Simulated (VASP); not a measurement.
# MgO (Fm-3m) in VASP: a series of runs

Runs on MgO. Level: PBE. Tasks: relaxation of cell and atoms.

All numbers are computed with VASP 6.6.1; they aren't measurements. Logs are shortened: lines on timing, memory, paths and dates and some standing lists are left out, and cuts for length are marked.

**1. The crystal as given**

Symmetry: Fm-3m, No. 225, cubic system. Conventional cell: a = 4.217 Å, b = 4.217 Å, c = 4.217 Å, α = 90.00°, β = 90.00°, γ = 90.00°. Mg (site symmetry m-3m) has 6 O at 2.11 Å as nearest neighbours. O (site symmetry m-3m) is surrounded by 6 Mg at 2.11 Å.

**2. Relaxation of cell and atoms, PBE**

File INCAR:

```
SYSTEM = MgO
PREC = Accurate
ENCUT = 600
EDIFF = 1E-6
ISMEAR = 0
SIGMA = 0.03
LREAL = .FALSE.
LASPH = .TRUE.
NELM = 80
ALGO = Normal
ISIF = 3
LWAVE = .FALSE.
LCHARG = .FALSE.
GGA = PE
IBRION = 2
NSW = 90
EDIFFG = -0.01
```

File KPOINTS:

```
Automatic mesh
0
G
  12 12 12
  0 0 0
```

File POSCAR:

```
MgO
1.0
    0.0000000000      2.1085000000      2.1085000000
    2.1085000000      0.0000000000      2.1085000000
    2.1085000000      2.1085000000      0.0000000000
Mg O
1 1
Direct
    0.0000000000      0.0000000000      0.0000000000
    0.5000000000      0.5000000000      0.5000000000
```

Potentials or basis: VASP PAW PBE potentials, release 64 (Mg, O).

Command:

```sh
> cat potpaw_PBE.64/Mg/POTCAR potpaw_PBE.64/O/POTCAR > POTCAR
> mpirun -np 1 vasp_std > vasp.out
```

OUTCAR:

```text
SYSTEM = MgO
   PREC = Accurate
   ENCUT = 600
   EDIFF = 1E-6
   ISMEAR = 0
   LREAL = .FALSE.
   LASPH = .TRUE.
   NELM = 80
   ISIF = 3
   GGA = PE
   IBRION = 2
   NSW = 90
   EDIFFG = -0.01

 ion  position               nearest neighbor table
   1  0.000  0.000  0.000-   2 2.11   2 2.11   2 2.11   2 2.11   2 2.11   2 2.11
   2  0.500  0.500  0.500-   1 2.11   1 2.11   1 2.11   1 2.11   1 2.11   1 2.11

  LATTYP: Found a face centered cubic cell.
 ALAT       =     4.2170000000

  Lattice vectors:

 A1 = (   0.0000000000,   2.1085000000,   2.1085000000)
 A2 = (   2.1085000000,   0.0000000000,   2.1085000000)
 A3 = (   2.1085000000,   2.1085000000,   0.0000000000)

Analysis of symmetry for initial positions (statically):
=====================================================================
 Subroutine PRICEL returns:
 Original cell was already a primitive cell.

 Routine SETGRP: Setting up the symmetry group for a
 face centered cubic supercell.

 Subroutine GETGRP returns: Found 48 space group operations
 (whereof 48 operations were pure point group operations)
 out of a pool of 48 trial point group operations.

The static configuration has the point symmetry O_h .

Analysis of symmetry for dynamics (positions and initial velocities):
=====================================================================
 Subroutine PRICEL returns:
 Original cell was already a primitive cell.

 Routine SETGRP: Setting up the symmetry group for a
 face centered cubic supercell.

 Subroutine GETGRP returns: Found 48 space group operations
 (whereof 48 operations were pure point group operations)
 out of a pool of 48 trial point group operations.

The dynamic configuration has the point symmetry O_h .

 Subroutine INISYM returns: Found 48 space group operations
 (whereof 48 operations are pure point group operations),
 and found     1 'primitive' translations

----------------------------------------------------------------------------------------

                                     Primitive cell

  volume of cell :      18.7478

  direct lattice vectors                    reciprocal lattice vectors
     0.000000000  2.108500000  2.108500000    -0.237135404  0.237135404  0.237135404
     2.108500000  0.000000000  2.108500000     0.237135404 -0.237135404  0.237135404
     2.108500000  2.108500000  0.000000000     0.237135404  0.237135404 -0.237135404

  length of vectors
     2.981869296  2.981869296  2.981869296     0.410730569  0.410730569  0.410730569

  position of ions in fractional coordinates (direct lattice)
     0.000000000  0.000000000  0.000000000
     0.500000000  0.500000000  0.500000000

  ion indices of the primitive-cell ions
   primitive index   ion index
                 1           1
                 2           2

----------------------------------------------------------------------------------------

 KPOINTS: Automatic mesh

Automatic generation of k-mesh.
 Grid dimensions read from file:
 generate k-points for:   12   12   12

 Generating k-lattice:

  Cartesian coordinates                     Fractional coordinates (reciprocal lattice)
    -0.019761284  0.019761284  0.019761284     0.083333333  0.000000000  0.000000000
     0.019761284 -0.019761284  0.019761284     0.000000000  0.083333333  0.000000000
     0.019761284  0.019761284 -0.019761284     0.000000000  0.000000000  0.083333333

  Length of vectors
     0.034227547  0.034227547  0.034227547

  Shift w.r.t. Gamma in fractional coordinates (k-lattice)
     0.000000000  0.000000000  0.000000000

 Subroutine IBZKPT returns following result:
 ===========================================

 Found     72 irreducible k-points:

 Following reciprocal coordinates:
            Coordinates               Weight
  0.000000  0.000000  0.000000      1.000000
  0.083333  0.000000  0.000000      8.000000
  0.166667  0.000000  0.000000      8.000000
  0.250000  0.000000  0.000000      8.000000
  0.333333  0.000000  0.000000      8.000000
  0.416667  0.000000  0.000000      8.000000
[... 16 lines left out ...]
  0.500000  0.166667  0.000000     24.000000
 -0.416667  0.166667  0.000000     24.000000
 [... further k-points ...]
   k-points           NKPTS =     72   k-points in BZ     NKDIM =     72   number of bands    NBANDS=      8
   number of dos      NEDOS =    301   number of ions     NIONS =      2
   total plane-waves  NPLWV =  13824
   dimension x,y,z NGX =    24 NGY =   24 NGZ =   24
   dimension x,y,z NGXF=    48 NGYF=   48 NGZF=   48
   ions per type =               1   1
   NGX,Y,Z   is equivalent  to a cutoff of  13.38, 13.38, 13.38 a.u.
   NGXF,Y,Z  is equivalent  to a cutoff of  26.76, 26.76, 26.76 a.u.
 SYSTEM =  MgO
   PREC   = accura    normal or accurate (medium, high low for compatibility)
   ISTART =      0    job   : 0-new  1-cont  2-samecut
   ICHARG =      2    charge: 1-file 2-atom 10-const
   ISPIN  =      1    spin polarized calculation?
   LNONCOLLINEAR =      F non collinear calculations
   LSORBIT =      F    spin-orbit coupling
   LASPH  =      T    aspherical Exc in radial PAW
   ENCUT  =  600.0 eV  44.10 Ry    6.64 a.u.   5.96  5.96  5.96*2*pi/ulx,y,z
   NELM   =     80;   NELMIN=  2; NELMDL= -5     # of ELM steps
   EDIFF  = 0.1E-05   stopping-criterion for ELM
   LREAL  =      F    real-space projection
   EDIFFG = -.1E-01   stopping-criterion for IOM
   NSW    =     90    number of steps for IOM
   IBRION =      2    ionic relax: 0-MD 1-quasi-New 2-CG
   NFREE  =      1    steps in history (QN), initial steepest desc. (CG)
   ISIF   =      3    stress and relaxation
   ISYM   =      2    0-nonsym 1-usesym 2-fastsym
   POTIM  = 0.5000    time-step for ionic-motion
   TEBEG  =    0.0;   TEEND  =   0.0 temperature during run
   PSTRESS=    0.0 pullay stress
   NELECT =       8.0000    total number of electrons
   NUPDOWN=      -1.0000    fix difference up-down
   EMIN   =  10.00;   EMAX   =-10.00  energy-range for DOS
   EFERMI =   0.00;   METHOD = LEGACY
   ISMEAR =     0;   SIGMA  =   0.03  broadening in eV -4-tet -1-fermi 0-gaus
   EFERMI_NEDOS =   21; number of points for ismear=-14 and -15
   IALGO  =     38    algorithm
   IMIX   =      4    mixing-type and parameters
     AMIX     =   0.40;   BMIX     =  1.00
     AMIX_MAG =   1.60;   BMIX_MAG =  1.00
  volume/ion in A,a.u.               =       9.37        63.26
  Fermi-wavevector in a.u.,A,eV,Ry     =   1.232503  2.329092 20.668107  1.519063
  Thomas-Fermi vector in A             =   2.367270
   LORBIT       =      0    0 simple, 1 ext, 2 COOP (PROOUT), +10 PAW based schemes
   GGA     = PE    functional components
   LHFCALC =     F    Hartree Fock is set to
   AEXX    =    0.0000 exact exchange contribution
   IVDW    =     0    specifies the selected vdW correction
   LEPSILON=     F    determine dielectric tensor
   LRPA    =     F    only Hartree local field effects (RPA)
 conjugate gradient relaxation of ions
 non-spin polarized calculation
 Gauss-broadening in eV      SIGMA  =   0.03
  energy-cutoff  :      600.00
  volume of cell :       18.75
 maximum number of plane-waves:       642
   NGX = 11   NGY = 11   NGZ = 11

--------------------------------------- Ionic step        1  -------------------------------------------

 number of electron       8.0000005 magnetization

 Free energy of the ion-electron system (eV)
  ---------------------------------------------------
  ext. energy  EPLUGINS =         0.00000000
  ---------------------------------------------------
  free energy    TOTEN  =       -11.91049839 eV

  energy without entropy =      -11.91049839  energy(sigma->0) =      -11.91049839

------------------------ aborting loop because EDIFF is reached ----------------------------------------

  FORCE on cell =-STRESS in cart. coord.  units (eV):
  Direction    XX          YY          ZZ          XY          YZ          ZX
  --------------------------------------------------------------------------------------
  -------------------------------------------------------------------------------------
  Total        0.3614761      0.3614761      0.3614761      0.0000000      0.0000000     -0.0000000
  in kB       30.8915279     30.8915279     30.8915279      0.0000000      0.0000000     -0.0000000
  external PRESSURE =      30.8915279 kB  Pullay stress =       0.0000000 kB
[... 57 lines left out ...]
  energy  without entropy=      -11.9137255627  energy(sigma->0) =      -11.91372556

--------------------------------------- Ionic step        3  -------------------------------------------

 number of electron       8.0000004 magnetization

 Free energy of the ion-electron system (eV)
  ---------------------------------------------------
  ext. energy  EPLUGINS =         0.00000000
  ---------------------------------------------------
  free energy    TOTEN  =       -11.91408016 eV

  energy without entropy =      -11.91408016  energy(sigma->0) =      -11.91408016

 E-fermi :   3.2409     XC(G=0): -10.9683

 val. band max:        3.0120555565   @ k =   0.0000   0.0000   0.0000
 cond. band min:       7.5158317806   @ k =   0.0000   0.0000   0.0000
 fundamental gap:      4.5037762241
 Fermi energy:         3.2408666576

 k-point     1 :       0.0000    0.0000    0.0000
  band No.  band energies     occupation
      1     -14.1327      2.00000
      2       3.0121      2.00000
      3       3.0121      2.00000
      4       3.0121      2.00000
      5       7.5158      0.00000
      6      18.6816      0.00000
      7      18.6816      0.00000
      8      18.6816      0.00000
[... 243 lines left out ...]
 k-point    24 :      -0.4167    0.1667    0.0000
  band No.  band energies     occupation
      1     -12.8243      2.00000
      2      -1.1072      2.00000
      3       1.4784      2.00000
      4       2.2580      2.00000
      5      11.9026      0.00000
      6      15.1289      0.00000
      7      16.9606      0.00000
      8      19.6909      0.00000

 [... further k-points ...]

------------------------ aborting loop because EDIFF is reached ----------------------------------------

  FORCE on cell =-STRESS in cart. coord.  units (eV):
  Direction    XX          YY          ZZ          XY          YZ          ZX
  --------------------------------------------------------------------------------------
  -------------------------------------------------------------------------------------
  Total       -0.0010112     -0.0010112     -0.0010112      0.0000000      0.0000000      0.0000000
  in kB       -0.0847166     -0.0847166     -0.0847166      0.0000000      0.0000000      0.0000000
  external PRESSURE =      -0.0847166 kB  Pullay stress =       0.0000000 kB
[... 17 lines left out ...]
  FREE ENERGIE OF THE ION-ELECTRON SYSTEM (eV)
  ---------------------------------------------------
  free  energy   TOTEN  =       -11.9140801577 eV

  energy  without entropy=      -11.9140801577  energy(sigma->0) =      -11.91408016

 reached required accuracy - stopping structural energy minimisation
```

Run time: 15 s. Hardware: 1 thread of Intel Xeon Platinum 8488C (Sapphire Rapids), shared host; peak memory 0.14 GiB.

What came out:

```yaml
Free_energy: -11.9141 eV
Relaxed_volume: 9.56 Å³/atom
Relaxed_cell: a = 3.002 Å, b = 3.002 Å, c = 3.002 Å, α = 60.00°, β = 60.00°, γ = 60.00°
Space_group_after_relaxing_to_0.05_Å: Fm-3m (No. 225)
Energy_gained_by_relaxing: 1.8 meV/atom
Ionic_steps: 3
Pressure_after_relaxing: 0.0 GPa
Band_gap_on_the_k_mesh: 4.50 eV, direct
```

The path:
| step | energy change (eV) | largest force (eV/Å) | pressure (GPa) | volume (Å³) |
| --- | --- | --- | --- | --- |
| 1 | 0.0000 | 0.0000 | 3.09 | 18.75 |
| 2 | -0.0032 | 0.0000 | -0.93 | 19.24 |
| 3 | -0.0036 | 0.0000 | -0.01 | 19.12 |

Final structure:
```yaml
crystal:
  lattice:
    - [0.00000, 2.12248, 2.12248]
    - [2.12248, 0.00000, 2.12248]
    - [2.12248, 2.12248, 0.00000]
  atoms:
    - { symbol: Mg, position: [0.00000, 0.00000, 0.00000] }
    - { symbol: O, position: [0.50000, 0.50000, 0.50000] }
```

A k mesh can miss the band edges. Zero-point motion and thermal expansion aren't in these numbers.

(Continued in part 2 of 2.)
